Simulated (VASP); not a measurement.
# MoSe2 (P6_3/mmc) in VASP: relaxation of cell and atoms with PBE+D3(BJ)

Aim: the relaxation of cell and atoms of MoSe2 with PBE+D3(BJ).

Program: VASP 6.6.1. These are calculated values, not measurements. Logs are shortened: lines on timing, memory, paths and dates and some standing lists are left out, and cuts for length are marked.

**1. Starting point**

Symmetry: P6_3/mmc, No. 194, hexagonal system. The conventional cell has a = 3.288 Å, b = 3.288 Å, c = 12.900 Å, α = 90.00°, β = 90.00°, γ = 120.00°. Mo (site symmetry -6m2) has 6 Se at 2.49 Å as nearest neighbours. Se (site symmetry 3m) is surrounded by 3 Mo at 2.49 Å.

**2. Relaxation of cell and atoms, PBE+D3(BJ)**

Contents of INCAR:

```
  ALGO = Fast
  EDIFF = 1E-7
  EDIFFG = -0.004
  ENCUT = 600
  GGA = PE
  IBRION = 2
  ISIF = 3
  ISMEAR = 0
  IVDW = 12
  LASPH = T
  LCHARG = F
  LREAL = F
  LWAVE = F
  NELM = 80
  NSW = 80
  PREC = Accurate
  SIGMA = 0.02
```

Contents of KPOINTS:

```
k-points
0
Gamma
  9 9 2
```

Contents of POSCAR:

```
MoSe2
1.0
    3.2880000000      0.0000000000      0.0000000000
   -1.6440000000      2.8474915300      0.0000000000
    0.0000000000      0.0000000000     12.9000000000
Mo Se
2 4
Direct
    0.3333333300      0.6666666700      0.2500000000
    0.6666666700      0.3333333300      0.7500000000
    0.3333333300      0.6666666700      0.6250000000
    0.6666666700      0.3333333300      0.1250000000
    0.3333333300      0.6666666700      0.8750000000
    0.6666666700      0.3333333300      0.3750000000
```

Potentials or basis: VASP PAW PBE potentials, release 64 (Mo_sv, Se).

On the command line:

```bash
$ cat potpaw_PBE.64/Mo_sv/POTCAR potpaw_PBE.64/Se/POTCAR > POTCAR
$ mpirun -np 1 vasp_std > vasp.out
```

OUTCAR:

```text
EDIFF = 1E-7
   EDIFFG = -0.004
   ENCUT = 600
   GGA = PE
   IBRION = 2
   ISIF = 3
   ISMEAR = 0
   IVDW = 12
   LASPH = T
   LREAL = F
   NELM = 80
   NSW = 80
   PREC = Accurate
 IVDW          = 12

 ion  position               nearest neighbor table
   1  0.333  0.667  0.250-   4 2.49   6 2.49   4 2.49   6 2.49   4 2.49   6 2.49
   2  0.667  0.333  0.750-   3 2.49   5 2.49   3 2.49   5 2.49   3 2.49   5 2.49
   3  0.333  0.667  0.625-   2 2.49   2 2.49   2 2.49
   4  0.667  0.333  0.125-   1 2.49   1 2.49   1 2.49
   5  0.333  0.667  0.875-   2 2.49   2 2.49   2 2.49
   6  0.667  0.333  0.375-   1 2.49   1 2.49   1 2.49

  LATTYP: Found a hexagonal cell.
 ALAT       =     3.2880000000
 C/A-ratio  =     3.9233576642

  Lattice vectors:

 A1 = (   3.2880000000,   0.0000000000,   0.0000000000)
 A2 = (  -1.6440000000,   2.8474915300,   0.0000000000)
 A3 = (   0.0000000000,   0.0000000000,  12.9000000000)

Analysis of symmetry for initial positions (statically):
=====================================================================
 Subroutine PRICEL returns:
 Original cell was already a primitive cell.

 Routine SETGRP: Setting up the symmetry group for a
 hexagonal supercell.

 Subroutine GETGRP returns: Found 24 space group operations
 (whereof 12 operations were pure point group operations)
 out of a pool of 24 trial point group operations.

The static configuration has the point symmetry D_3d.
 The point group associated with its full space group is D_6h.

Analysis of symmetry for dynamics (positions and initial velocities):
=====================================================================
 Subroutine PRICEL returns:
 Original cell was already a primitive cell.

 Routine SETGRP: Setting up the symmetry group for a
 hexagonal supercell.

 Subroutine GETGRP returns: Found 24 space group operations
 (whereof 12 operations were pure point group operations)
 out of a pool of 24 trial point group operations.

The dynamic configuration has the point symmetry D_3d.
 The point group associated with its full space group is D_6h.

 Subroutine INISYM returns: Found 24 space group operations
 (whereof 12 operations are pure point group operations),
 and found     1 'primitive' translations

----------------------------------------------------------------------------------------

                                     Primitive cell

  volume of cell :     120.7769

  direct lattice vectors                    reciprocal lattice vectors
     3.288000000  0.000000000  0.000000000     0.304136253  0.175593147  0.000000000
    -1.644000000  2.847491530  0.000000000     0.000000000  0.351186295  0.000000000
     0.000000000  0.000000000 12.900000000     0.000000000  0.000000000  0.077519380

  length of vectors
     3.288000000  3.288000002 12.900000000     0.351186295  0.351186295  0.077519380

  position of ions in fractional coordinates (direct lattice)
     0.333333330  0.666666670  0.250000000
     0.666666670  0.333333330  0.750000000
     0.333333330  0.666666670  0.625000000
     0.666666670  0.333333330  0.125000000
     0.333333330  0.666666670  0.875000000
     0.666666670  0.333333330  0.375000000

  ion indices of the primitive-cell ions
   primitive index   ion index
                 1           1
                 2           2
                 3           3
                 4           4
                 5           5
                 6           6

----------------------------------------------------------------------------------------

 KPOINTS: k-points

Automatic generation of k-mesh.
 Grid dimensions read from file:
 generate k-points for:    9    9    2

 Generating k-lattice:

  Cartesian coordinates                     Fractional coordinates (reciprocal lattice)
     0.033792917  0.019510350  0.000000000     0.111111111 -0.000000000  0.000000000
     0.000000000  0.039020699  0.000000000     0.000000000  0.111111111  0.000000000
     0.000000000  0.000000000  0.038759690     0.000000000  0.000000000  0.500000000

  Length of vectors
     0.039020699  0.039020699  0.038759690

  Shift w.r.t. Gamma in fractional coordinates (k-lattice)
     0.000000000  0.000000000  0.000000000

 Subroutine IBZKPT returns following result:
 ===========================================

 Found     24 irreducible k-points:

 Following reciprocal coordinates:
            Coordinates               Weight
  0.000000  0.000000  0.000000      1.000000
  0.111111 -0.000000  0.000000      6.000000
  0.222222  0.000000  0.000000      6.000000
  0.333333  0.000000  0.000000      6.000000
  0.444444  0.000000  0.000000      6.000000
  0.111111  0.111111  0.000000      6.000000
[... 16 lines left out ...]
  0.333333  0.222222  0.500000     12.000000
  0.333333  0.333333  0.500000      2.000000
   k-points           NKPTS =     24   k-points in BZ     NKDIM =     24   number of bands    NBANDS=     31
   number of dos      NEDOS =    301   number of ions     NIONS =      6
   total plane-waves  NPLWV =  84672
   dimension x,y,z NGX =    28 NGY =   28 NGZ =  108
   dimension x,y,z NGXF=    56 NGYF=   56 NGZF=  216
   ions per type =               2   4
   NGX,Y,Z   is equivalent  to a cutoff of  14.16, 14.16, 13.92 a.u.
   NGXF,Y,Z  is equivalent  to a cutoff of  28.31, 28.31, 27.84 a.u.
 SYSTEM =  unknown system
   PREC   = accura    normal or accurate (medium, high low for compatibility)
   ISTART =      0    job   : 0-new  1-cont  2-samecut
   ICHARG =      2    charge: 1-file 2-atom 10-const
   ISPIN  =      1    spin polarized calculation?
   LNONCOLLINEAR =      F non collinear calculations
   LSORBIT =      F    spin-orbit coupling
   LASPH  =      T    aspherical Exc in radial PAW
   ENCUT  =  600.0 eV  44.10 Ry    6.64 a.u.   6.57  6.57 25.76*2*pi/ulx,y,z
   NELM   =     80;   NELMIN=  2; NELMDL= -5     # of ELM steps
   EDIFF  = 0.1E-06   stopping-criterion for ELM
   LREAL  =      F    real-space projection
   EDIFFG = -.4E-02   stopping-criterion for IOM
   NSW    =     80    number of steps for IOM
   IBRION =      2    ionic relax: 0-MD 1-quasi-New 2-CG
   NFREE  =      1    steps in history (QN), initial steepest desc. (CG)
   ISIF   =      3    stress and relaxation
   ISYM   =      2    0-nonsym 1-usesym 2-fastsym
   POTIM  = 0.5000    time-step for ionic-motion
   TEBEG  =    0.0;   TEEND  =   0.0 temperature during run
   PSTRESS=    0.0 pullay stress
   NELECT =      52.0000    total number of electrons
   NUPDOWN=      -1.0000    fix difference up-down
   EMIN   =  10.00;   EMAX   =-10.00  energy-range for DOS
   EFERMI =   0.00;   METHOD = LEGACY
   ISMEAR =     0;   SIGMA  =   0.02  broadening in eV -4-tet -1-fermi 0-gaus
   EFERMI_NEDOS =   21; number of points for ismear=-14 and -15
   IALGO  =     68    algorithm
   IMIX   =      4    mixing-type and parameters
     AMIX     =   0.40;   BMIX     =  1.00
     AMIX_MAG =   1.60;   BMIX_MAG =  1.00
  volume/ion in A,a.u.               =      20.13       135.84
  Fermi-wavevector in a.u.,A,eV,Ry     =   1.236179  2.336039 20.791580  1.528138
  Thomas-Fermi vector in A             =   2.370798
   LORBIT       =      0    0 simple, 1 ext, 2 COOP (PROOUT), +10 PAW based schemes
   GGA     = PE    functional components
   LHFCALC =     F    Hartree Fock is set to
   AEXX    =    0.0000 exact exchange contribution
   IVDW    =    12    specifies the selected vdW correction
   LEPSILON=     F    determine dielectric tensor
   LRPA    =     F    only Hartree local field effects (RPA)
 conjugate gradient relaxation of ions
 non-spin polarized calculation
 RMM-DIIS sequential band-by-band and
 Gauss-broadening in eV      SIGMA  =   0.02
  energy-cutoff  :      600.00
  volume of cell :      120.78
 maximum number of plane-waves:      4085
 NGX is ok and might be reduce to    28
   NGX = 13   NGY = 13   NGZ = 51

--------------------------------------- Ionic step        1  -------------------------------------------

 number of electron      52.0000000 magnetization

 Free energy of the ion-electron system (eV)
  ---------------------------------------------------
  ext. energy  EPLUGINS =         0.00000000
  ---------------------------------------------------
  free energy    TOTEN  =       -39.72286908 eV

  energy without entropy =      -39.72286908  energy(sigma->0) =      -39.72286908

------------------------ aborting loop because EDIFF is reached ----------------------------------------

 Edisp (eV)   -2.81791

 E8    (eV) :    -1.2164

  FORCE on cell =-STRESS in cart. coord.  units (eV):
  Direction    XX          YY          ZZ          XY          YZ          ZX
  --------------------------------------------------------------------------------------
  -------------------------------------------------------------------------------------
  Total       2.01007     2.01007     6.19989     0.00000     0.00000     0.00000
  in kB      26.66477    26.66477    82.24526     0.00000     0.00000     0.00000
  external pressure =       45.19 kB  Pullay stress =        0.00 kB
[... 109 lines left out ...]
  FREE ENERGIE OF THE ION-ELECTRON SYSTEM (eV)
  ---------------------------------------------------
  free  energy   TOTEN  =       -42.6480455586 eV

  energy  without entropy=      -42.6480455586  energy(sigma->0) =      -42.64804556

[... ionic steps 4 to 15 ...]

--------------------------------------- Ionic step       16  -------------------------------------------

 number of electron      52.0000003 magnetization

------------------------ aborting loop because EDIFF is reached ----------------------------------------

 Edisp (eV)   -2.87244

 E8    (eV) :    -1.2392
[... 77 lines left out ...]
  energy  without entropy=      -42.6851773714  energy(sigma->0) =      -42.68517737

--------------------------------------- Ionic step       18  -------------------------------------------

 number of electron      52.0000003 magnetization

 Free energy of the ion-electron system (eV)
  ---------------------------------------------------
  ext. energy  EPLUGINS =         0.00000000
  ---------------------------------------------------
  free energy    TOTEN  =       -39.81318653 eV

  energy without entropy =      -39.81318653  energy(sigma->0) =      -39.81318653

 E-fermi :   6.9718     XC(G=0): -10.8275

 val. band max:        6.7144069311   @ k =   0.0000   0.0000   0.0000
 cond. band min:       7.5608867142   @ k =   0.2222   0.1111   0.0000
 fundamental gap:      0.8464797832
 Fermi energy:         6.9718413400

 k-point     1 :       0.0000    0.0000    0.0000
  band No.  band energies     occupation
      1     -54.4878      2.00000
      2     -54.4878      2.00000
      3     -28.6584      2.00000
      4     -28.6584      2.00000
      5     -28.4607      2.00000
      6     -28.4607      2.00000
[... 842 lines left out ...]
  FREE ENERGIE OF THE ION-ELECTRON SYSTEM (eV)
  ---------------------------------------------------
  free  energy   TOTEN  =       -42.6851807457 eV

  energy  without entropy=      -42.6851807457  energy(sigma->0) =      -42.68518075

 reached required accuracy - stopping structural energy minimisation
```

Wall time 12 min (1 thread of Intel Xeon 6975P-C (Granite Rapids), shared host); peak memory 0.36 GiB.

Results:

```yaml
Free_energy: -42.6852 eV
Relaxed_volume: 19.76 Å³/atom
Relaxed_cell: a = 3.278 Å, b = 3.278 Å, c = 12.734 Å, α = 90.00°, β = 90.00°, γ = 120.00°
Space_group_after_relaxing_to_0.05_Å: P6_3/mmc (No. 194)
Energy_gained_by_relaxing: 24.1 meV/atom
Ionic_steps: 18
Pressure_after_relaxing: 0.0 GPa
Largest_force_after_relaxing: 0.004 eV/Å
Band_gap_on_the_k_mesh: 0.85 eV, indirect (least direct gap 1.46 eV)
Dispersion_energy_per_atom: -0.479 eV
```

Forces in eV/Å, atoms in the order of the input:
```
Mo   0.000  0.000  0.000
Mo   0.000  0.000  0.000
Se   0.000  0.000 -0.004
Se   0.000  0.000 -0.004
Se   0.000  0.000  0.004
Se   0.000  0.000  0.004
```

Step by step:
```
step  energy change (eV)  largest force (eV/Å)  pressure (GPa)  volume (Å³)
   1              0.0000                1.1439            4.52       120.78
   2              0.2312                1.2857           -9.27       130.93
   3             -0.1073                0.1482           -1.23       124.27
   4             -0.1074                0.1804           -1.04       124.14
   5             -0.1225                0.1158           -0.28       122.48
   6             -0.1232                0.0989           -0.07       122.03
   7             -0.1275                0.0929           -0.05       121.60
   8             -0.1379                0.0744            0.04       120.30
   9             -0.1432                0.0316            0.38       117.71
  10             -0.1441                0.0497            0.27       118.49
  11             -0.1368                0.2270           -1.53       119.48
  12             -0.1444                0.0051           -0.02       118.64
  13             -0.1444                0.0042           -0.03       118.65
  14             -0.1444                0.0003            0.00       118.57
  15             -0.1444                0.0001           -0.01       118.58
  16             -0.1444                0.0074            0.04       118.52
  17             -0.1444                0.0049            0.02       118.54
  18             -0.1444                0.0036            0.01       118.53
```

Final structure:
```
Mo Se
1.0
     3.27843    0.00000    0.00000
    -1.63921    2.83920    0.00000
     0.00000    0.00000   12.73449
Mo Se
2 4
Cartesian
  0.0000 1.8928 3.1836
  1.6392 0.9464 9.5509
  0.0000 1.8928 7.8754
  1.6392 0.9464 1.5081
  0.0000 1.8928 11.2264
  1.6392 0.9464 4.8591
```

Levels at points of the mesh, in eV from the valence-band top:
| k point | band 24 | band 25 | band 26 | band 27 | band 28 | band 29 |
| --- | --- | --- | --- | --- | --- | --- |
| (0.00, 0.00, 0.00) | -1.19 | -0.68 | 0.00 | 2.46 | 2.46 | 2.55 |
| (0.00, 0.00, 0.50) | -1.51 | -0.16 | -0.16 | 2.48 | 2.48 | 2.48 |

Caveat: an odd mesh through Γ misses points on the zone boundary, where band edges often lie.
